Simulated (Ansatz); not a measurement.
# Ca8C: the cost of one run

Method: DFT PBE, scalar-relativistic, plane waves, PAW, in Ansatz 0.2.0.

4 further runs of the same task are left out: 4 set aside as unsound or not needed.

**1. The starting structure**

Symmetry: Fm-3m, No. 225, cubic system. The conventional cell has a = 5.525 Å, b = 5.525 Å, c = 5.525 Å, α = 90.00°, β = 90.00°, γ = 90.00°. Ca (site symmetry m-3m) is surrounded by 12 Ca at 3.91 Å.

Coordinates:

```
Ca
1.0
     0.00000    2.76240    2.76240
     2.76240    0.00000    2.76240
     2.76240    2.76240    0.00000
Ca
1
Direct
  0.00000 0.00000 0.00000
```

This cell was relaxed beforehand with the same method: volume 42.16 Å³/atom, gap on the mesh none (metal).

**3. Plan of the scan**

Atoms count from 1 in the order of the input.

C is moved over the surface cell; relaxed at each place: the height of the adsorbate's atoms; substrate rigid; the origin of the map has the adsorbate above Ca5.

First coordinate, position of C9 along the first surface vector, from above Ca5: 6 values from 0.000 to 0.833, periodic. Second coordinate, position of C9 along the second surface vector, from above Ca5: 6 values from 0.000 to 0.833, periodic.

Relaxed at each point: the height of the adsorbate's atoms; substrate rigid. Points are written as (first, second).

The two vectors of the plane (Å): (3.907, 0.000, 0.000); (-1.953, 3.383, 0.000).

(The set-up runs are not shown.)

**4. Grid point (0/6, 0/6) of the map's two axes**

File input.yaml:

```yaml
crystal:
  lattice:
    - [7.8132359333, 0.0, 0.0]
    - [-3.9066179666, 6.766460804, 0.0]
    - [0.0, 0.0, 18.4977493743]
  atoms:
    - { symbol: Ca, position: [0.3333333333, 0.1666666667, 0.2162425233] }
    - { symbol: Ca, position: [0.3333333333, 0.6666666667, 0.2162425233] }
    - { symbol: Ca, position: [0.8333333333, 0.1666666667, 0.2162425233] }
    - { symbol: Ca, position: [0.8333333333, 0.6666666667, 0.2162425233] }
    - { symbol: Ca, position: [0.1666666667, 0.3333333333, 0.3783027455] }
    - { symbol: Ca, position: [0.1666666667, 0.8333333333, 0.3783027455] }
    - { symbol: Ca, position: [0.6666666667, 0.3333333333, 0.3783027455] }
    - { symbol: Ca, position: [0.6666666667, 0.8333333333, 0.3783027455] }
    - { symbol: C, position: [0.1666666667, 0.3333333333, 0.5145355352] }
basis:
  ecutwfc: 420
kpoints:
  mp_grid: { grid: [6, 6, 1] }
hamiltonian:
  xc: pbe
scf:
  occupations: { method: gaussian, width: 0.1 }
output:
  forces: true
  eigenvalues: true
relax:
  adjacent_minimum: "off"
  f_tol: 0.025
  max_steps: 16
  constraints: [{ sites: [0, 1, 2, 3, 4, 5, 6, 7] }, { sites: [8], fix: xy }]
efield:
  axis: 3
  dipole_correction: true
  ramp_width: 0.04
```

Launch:

```console
> ansatz run input.yaml --threads 4 --pin off --max-ram 12288MiB --backend cpu --events-out ev --progress --plain --runs-dir out
```

Q: Estimate wall time and peak memory on 4 threads of Arm Neoverse V2, shared host.

About 33 s, with a peak of 1.4 GiB.
